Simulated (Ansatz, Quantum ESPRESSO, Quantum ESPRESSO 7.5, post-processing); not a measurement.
## Ballistic transmission: 1 layers of Li in Pt(111), on the host's sites

How well does the junction conduct in the ballistic limit? It is: 1 layers of Li in Pt(111), on the host's sites.

Calculated with Quantum ESPRESSO 7.5; plane-wave DFT, PBE, GBRV ultrasoft pseudopotentials (cross-check by Ansatz 0.2.0 with PAW datasets).

Most raw output is cut from this account.

## (1) Starting point

The cell holds 21 atoms: 20 Pt and 1 Li. Its edges and angles: a = 2.807 Å, b = 2.807 Å, c = 48.824 Å, α = 90.0°, β = 90.0°, γ = 60.0°. It derives from Pt. Regions: left lead, 9 atoms (9 Pt); channel, 3 atoms (1 Li and 2 Pt); right lead, 9 atoms (9 Pt). The structure is stacked along c, and the current runs across the ab planes.

## (2) Ground state

One periodic cell holds a stretch of lead, the junction and more lead; the atoms stay as built.

Input file scf.in:

```
&control
  prefix = 'scf'
  outdir = './out'
  pseudo_dir = './pseudo'
  calculation = 'scf'
  tprnfor = .true.
/
&system
  ibrav = 0
  nat = 21
  ntyp = 2
  ecutwfc = 40
  ecutrho = 200
  occupations = 'smearing'
  smearing = 'mv'
  degauss = 0.01
/
&electrons
  conv_thr = 1e-07
  mixing_beta = 0.25
  electron_maxstep = 120
  mixing_mode = 'local-TF'
/
ATOMIC_SPECIES
  Pt  195.0840  pt_pbe_v1.4.uspp.F.UPF
  Li  6.9400  li_pbe_v1.4.uspp.F.UPF
CELL_PARAMETERS angstrom
  2.80721392131059 0.00000000000000 0.00000000000000
  1.40360696065530 2.43111856971230 0.00000000000000
  0.00000000000000 0.00000000000000 48.82399620960592
ATOMIC_POSITIONS crystal
  Pt  0.000000000000 0.000000000000 0.000000000000
  Pt  0.333333333000 0.333333333000 0.046945779670
  Pt  0.666666667000 0.666666667000 0.093891559341
  Pt  0.000000000000 0.000000000000 0.140837339011
  Pt  0.333333333000 0.333333333000 0.187783118681
  Pt  0.666666667000 0.666666667000 0.234728898352
  Pt  0.000000000000 0.000000000000 0.281674678022
  Pt  0.333333333000 0.333333333000 0.328620457693
  Pt  0.666666667000 0.666666667000 0.375566237363
  Li  0.000000000000 0.000000000000 0.429581330494
  Pt  0.333333333000 0.333333333000 0.483596423626
  Pt  0.666666667000 0.666666667000 0.530542203296
  Pt  0.000000000000 0.000000000000 0.577487982967
  Pt  0.333333333000 0.333333333000 0.624433762637
  Pt  0.666666667000 0.666666667000 0.671379542307
  Pt  0.000000000000 0.000000000000 0.718325321978
  Pt  0.333333333000 0.333333333000 0.765271101648
  Pt  0.666666667000 0.666666667000 0.812216881319
  Pt  0.000000000000 0.000000000000 0.859162660989
  Pt  0.333333333000 0.333333333000 0.906108440659
  Pt  0.666666667000 0.666666667000 0.953054220330
K_POINTS automatic
  10 10 1 0 0 0
```

Command:

```sh
> OMP_NUM_THREADS=1 mpirun -n 8 pw.x -nk 4 -in scf.in > scf.out
```

Wall time 11 min (8 MPI ranks of Arm Neoverse N1, shared host); peak memory 2 GiB.

Numbers from this step:

| Item | Value |
| --- | --- |
| free energy | -57530.1546 eV |
| Fermi energy | 20.18 eV |

The program's own clock; routines nest. Time by routine:

```
     routine  wall time (s)   calls
       PWSCF          686.3       1
   electrons          672.2       1
     c_bands          594.8      27
     cegterg          566.7     108
       h_psi          296.6     422
        fftw          211.7  118816
    vloc_psi          190.6     422
      calbec          77.71     546
    sum_band          69.34      27
h_psi:calbec           52.3     422
  add_vuspsi          51.83     422
       s_psi          51.61     422
     cdiaghg          37.75     418
    init_run           9.97       1
```

The run needed 27 iterations to bring the estimated error under 1e-07 Ry; the largest force on any atom, held or free, is 1.09 eV/Å.

## (3) The open system

prefixt takes both regions from one run: the lead from 0 to bdl, the scattering region from bdl to bds (units of alat). ikind = 1 puts the same lead on both sides. The program's T_tot counts both spins in a run without spin; the tables below give T per spin.

Input file cond.in:

```
&inputcond
  outdir = './out'
  prefixt = 'scf'
  tran_file = 'cond.dat'
  bdl = 2.4494897442
  bds = 17.3923318915
  ikind = 1
  ewind = 4.0
  epsproj = 1e-05
  nz1 = 7
  energy0 = 0.4
  denergy = -0.4
/
10
  0.00000000 0.00000000 0.01562500
  0.00000000 0.12500000 0.09375000
  0.00000000 0.25000000 0.09375000
  0.00000000 0.37500000 0.09375000
  0.00000000 0.50000000 0.04687500
  0.12500000 0.25000000 0.09375000
  0.12500000 0.37500000 0.18750000
  0.12500000 0.50000000 0.18750000
  0.25000000 0.50000000 0.09375000
  0.25000000 0.62500000 0.09375000
3
```

Command:

```sh
> OMP_NUM_THREADS=1 mpirun -n 8 pwcond.x -in cond.in > cond.out
```

Run time: 74 s. Hardware: 8 MPI ranks; peak memory 0.62 GiB.

This step gave:

- lead channels at the Fermi level, one spin: 2.141
- transmission at the Fermi level, one spin: 0.1644
- conductance: 0.1644 G₀

Per spin; mean over the k mesh across the current. Table of open channels, zone mean by energy, zero at the Fermi level:

```
energy (eV)  open channels, zone mean
     -0.400                      2.06
      0.000                      2.14
      0.400                     0.984
```

Per spin; mean over the k mesh across the current. The transmission, zone mean by energy, zero at the Fermi level:

```
energy (eV)  transmission, zone mean
     -0.400                    0.210
      0.000                    0.164
      0.400                    0.254
```

At 0.000 eV; k in fractions of b1, b2. Transmission by k point:

```
   k1     k2   weight         t  channels
    0      0  0.01562         0         2
    0  0.125  0.09375     0.319         2
    0   0.25  0.09375    0.3623         2
    0  0.375  0.09375    0.2788         2
    0    0.5  0.04688   0.04864         1
0.125   0.25  0.09375    0.3016         1
0.125  0.375   0.1875    0.1678         3
0.125    0.5   0.1875   0.05611         2
 0.25    0.5  0.09375    0.0144         3
 0.25  0.625  0.09375  0.005795         2
```

The program's own clock; routines nest. Time by routine:

```
     routine  wall time (s)  calls
      PWCOND          73.66      1
scatter_forw          58.73     60
      compbs           5.89     30
    compbs_2           4.91     30
       local           3.21     10
        init            1.1      1
       poten           0.12      1
```

The run is unpolarised; a magnetic state was not tried, may lie lower and would change T.

At no point does T exceed the number of channels.

## (4) Transmission with pwcond.x, with ewind = 2.0 and epsproj = 0.001

A sensitivity test on the input.

cond.w.in, as its differences from the input of step 3:

```diff
@@ -3,3 +3,3 @@
   prefixt = 'scf'
-  tran_file = 'cond.dat'
+  tran_file = 'cond.w.dat'
   bdl = 2.4494897442
@@ -7,4 +7,4 @@
   ikind = 1
-  ewind = 4.0
-  epsproj = 1e-05
+  ewind = 2.0
+  epsproj = 0.001
   nz1 = 7
```

Command:

```sh
> OMP_NUM_THREADS=1 mpirun -n 8 pwcond.x -in cond.w.in > cond.w.out
```

It took 40 s on 8 MPI ranks; peak memory 0.57 GiB; 5.3 min of CPU time.

The changed values were drawn from a wide range, not chosen for quality; the comparison shows what they did here together.

Beside the run it was changed from:

```
                                  quantity  this run  unchanged run  difference
 transmission at the Fermi level, one spin    0.1702         0.1644      0.0058
lead channels at the Fermi level, one spin         2          2.141       -0.14
                             wall time (s)        40             74
```

Over all energies T moves by up to 0.0058, at 0 eV.

The physical values in this table move by up to 6.6 %.

## (5) The same in Ansatz

A second code with its own PAW datasets, on the same atoms.

Level of this step: plane-wave DFT, PBE, Ansatz PAW (Ansatz 0.2.0).

Input file input.yaml:

```yaml
crystal:
  lattice:
    - [2.8072139213, 0.0, 0.0]
    - [1.4036069607, 2.4311185697, 0.0]
    - [0.0, 0.0, 48.8239962096]
  atoms:
    - { symbol: Pt, position: [0.0, 0.0, 0.0] }
    - { symbol: Pt, position: [0.333333333, 0.333333333, 0.0469457797] }
    - { symbol: Pt, position: [0.666666667, 0.666666667, 0.0938915593] }
    - { symbol: Pt, position: [0.0, 0.0, 0.140837339] }
    - { symbol: Pt, position: [0.333333333, 0.333333333, 0.1877831187] }
    - { symbol: Pt, position: [0.666666667, 0.666666667, 0.2347288984] }
    - { symbol: Pt, position: [0.0, 0.0, 0.281674678] }
    - { symbol: Pt, position: [0.333333333, 0.333333333, 0.3286204577] }
    - { symbol: Pt, position: [0.666666667, 0.666666667, 0.3755662374] }
    - { symbol: Li, position: [0.0, 0.0, 0.4295813305] }
    - { symbol: Pt, position: [0.333333333, 0.333333333, 0.4835964236] }
    - { symbol: Pt, position: [0.666666667, 0.666666667, 0.5305422033] }
    - { symbol: Pt, position: [0.0, 0.0, 0.577487983] }
    - { symbol: Pt, position: [0.333333333, 0.333333333, 0.6244337626] }
    - { symbol: Pt, position: [0.666666667, 0.666666667, 0.6713795423] }
    - { symbol: Pt, position: [0.0, 0.0, 0.718325322] }
    - { symbol: Pt, position: [0.333333333, 0.333333333, 0.7652711016] }
    - { symbol: Pt, position: [0.666666667, 0.666666667, 0.8122168813] }
    - { symbol: Pt, position: [0.0, 0.0, 0.859162661] }
    - { symbol: Pt, position: [0.333333333, 0.333333333, 0.9061084407] }
    - { symbol: Pt, position: [0.666666667, 0.666666667, 0.9530542203] }
kpoints:
  mp_grid: { grid: [10, 10, 1] }
hamiltonian:
  xc: pbe
scf:
  occupations: { method: fermi_dirac, width: 0.1 }
  convergence: { dr2_threshold: 1.0e-08 }
output:
  transmission: { leads: [[0, 3]], e_range: [-0.4, 0.4], de: 0.4, kmesh: [8, 8] }
  write_potential: true
  write_density: true
  volumetric_format: npy
```

Command:

```sh
> ansatz run input.yaml --threads 8 --pin off --max-ram 16384MiB --backend cpu --events-out ev --progress --plain --runs-dir out
```

It took 25 s on 8 threads; peak memory 2.8 GiB.

Read from the output:

```
free energy                                  : -250665.8522 eV
energy at zero smearing                      : -250665.2783 eV
smearing term TS                             : 1.148 eV
Fermi energy                                 : 20.94 eV
symmetry operations                          : 12
transmission at the Fermi level, one spin    : 0.1641
step of the lead's Hamiltonian over a period : 1.7 meV
```

Per spin; mean over the k mesh across the current. Table of transmission, zone mean by energy, zero at the Fermi level:

```
energy (eV)  transmission, zone mean
     -0.400                    0.207
      0.000                    0.164
      0.400                    0.254
```

Per spin; mean over the k mesh across the current. The open channels, zone mean by energy, zero at the Fermi level:

```
energy (eV)  open channels, zone mean
     -0.400                      2.06
      0.000                      2.14
      0.400                     0.984
```

Ansatz finds T = 0.164 against pwcond's 0.164.

## (6) All levels side by side

All levels:

```
                   step  T at the Fermi level (per spin)  conductance (G0)  r.m.s. T(E) from the first  CPU time of the step (s)  peak memory (GiB)
                 Ansatz                           0.1641                 -                           0                     187.2              2.827
                 pwcond                           0.1644            0.1644                    0.001835                     593.2               0.62
pwcond, changed setting                           0.1702            0.1702                    0.004436                     318.1               0.57
```

Per spin; mean over the k mesh across the current. The transmission, zone mean by energy, zero at the Fermi level:

```
energy (eV)  Ansatz  pwcond  pwcond, changed setting
     -0.400   0.207   0.210                    0.212
      0.000   0.164   0.164                    0.170
      0.400   0.254   0.254                    0.254
```

## (7) By hand

The Landauer sum over the mesh, Σ w T = 0.0938 × 0.362 + 0.1875 × 0.168 + 0.0938 × 0.319 + … = 0.1644.

G = 0.164 × 77.48 µS = 12.7 µS a cell. Times the area of 6.825 Å², the resistance-area product is A/G = 5.36 fΩ m², the leads' contact resistance included.

## (8) What came out

- conductance from T at the Fermi level, a cell (G₀ = 2e²/h): 0.164 G₀
- conductance per area: 187 S/μm²
- lead channels per spin: 2.14
- the same conductance by Ansatz: 0.164 G₀

What this shows: The junction conducts 0.164 G₀ a cell at the Fermi level (PBE, GBRV ultrasoft). At the Fermi level the junction passes 7.7 % of what the leads offer. At the Fermi level pwcond and Ansatz differ by 0.22 %, a close match. The mean rests on 10 distinct points, the heaviest weighing 0.19, and the mesh was not tested, so even the second digit is unsure. Over -0.4 to 0.4 eV, T lies between 0.16 and 0.25 per spin. The geometry is as built, not relaxed, and the leads are short. Spin-orbit coupling is left out; depending on the atoms that carry the levels of interest, it can split and shift them by tenths of an eV to an eV or more.

[Logs are printed without paths, hosts, clocks, repeated set-up lines and the standing remarks that a program may print on its own settings, such as how far it seeks lower states.]

[Hosts, paths, dates, database ids (printed as entryN), source tags and the programs' standing remarks are cut or masked in the printed files.]

[Maps of the electrostatic potential energy from Ansatz leave out the sawtooth potential of an applied field or a dipole correction, so their vacuum need not be flat; planar profiles and work functions include it.]
